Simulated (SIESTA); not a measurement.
TiAl:

```
Ti Al
1.0
     3.17906    0.00000    0.00000
     0.00000    3.17906    0.00000
     0.00000    0.00000    3.17906
Ti Al
1 1
Direct
  0.00000 0.00000 0.00000
  0.50000 0.50000 0.50000
```

The cell comes from a database or a generator and needn't be the stable form of this composition.

```yaml
Program: SIESTA 5.4.2
Task: single point
Functional: PBE
Potentials_or_basis: PseudoDojo 0.4 standard (PBE files)
Basis: DZP (energy shift 0.002 Ry; radii capped at 9.5 bohr)
Grid_cutoff: 800 Ry
Energy_shift: 0.002 Ry
k_mesh: 8 × 8 × 8
Occupations: fermi-dirac, width 0.05 eV
Spin: no spin polarisation
```

On this cell: pressure 1.2 GPa; largest force zero by symmetry; band gap on the k mesh none (metal or under the smearing width).

The same run follows on a disturbed copy (atoms moved at random, drawn with an rms of 0.05 Å):

```
Ti Al
1.0
     3.17906    0.00000    0.00000
     0.00000    3.17906    0.00000
     0.00000    0.00000    3.17906
Ti Al
1 1
Direct
  0.99886 0.00758 0.00170
  0.50931 0.50647 0.50062
```

Task: What does the disturbed cell give?

Result: The energy (extrapolated to zero smearing) moves by +1.9 meV/atom; pressure 1.3 GPa; largest force 0.223 eV/Å; band gap on the k mesh none (metal or under the smearing width).

Forces in eV/Å, atoms in the order of the input:
```
Ti   0.219 -0.023 -0.020
Al  -0.221  0.023  0.023
```

Caveats: semicore shells carry a single zeta, which can move pressures by several GPa and volumes by a few percent; the basis of atomic orbitals isn't converged, which shifts pressures, moduli and gaps.
